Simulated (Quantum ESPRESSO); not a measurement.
# ZrC: zone-centre phonons under several settings

```xyz
2
Lattice="0.0000 2.3650 2.3650 2.3650 0.0000 2.3650 2.3650 2.3650 0.0000" Properties=species:S:1:pos:R:3 pbc="T T T"
Zr    2.3650    2.3650    2.3650
C     0.0000    0.0000    0.0000
```

All runs used Quantum ESPRESSO 7.5; k mesh 10 × 10 × 10; given cell, atoms relaxed; no spin polarisation; occupations cold, width 0.2 eV.

```tsv
level	potentials	cutoff (eV)	pressure (GPa)	lowest optical mode without the field (cm⁻¹)
PBE	GBRV 1.5 PBE	612	-3.1	405
PBE	JTH 2.0 PBE	707	-3.1	411
PBE	SSSP 1.3 efficiency PBE	748	-3.1	405
PBE	Ansatz NC SR PBE	1116	-2.8	406
PBE	PseudoDojo 0.4.1 SR PBE standard	1116	-2.8	407
PBE	PseudoDojo 0.4 SR PBE stringent	1116	-2.8	407
PBE	SG15 PBE 1.2	1197	?	?
```

What stands in the row left open?

Pressure -2.9 GPa; lowest optical mode without the field 408 cm⁻¹.

Caveats: the cell is more than 3 GPa from zero pressure, which shifts response properties (some runs); before the sum rule the acoustic modes lie tens of cm⁻¹ from zero, a sign that the density grid also shifts the optical modes (some runs).
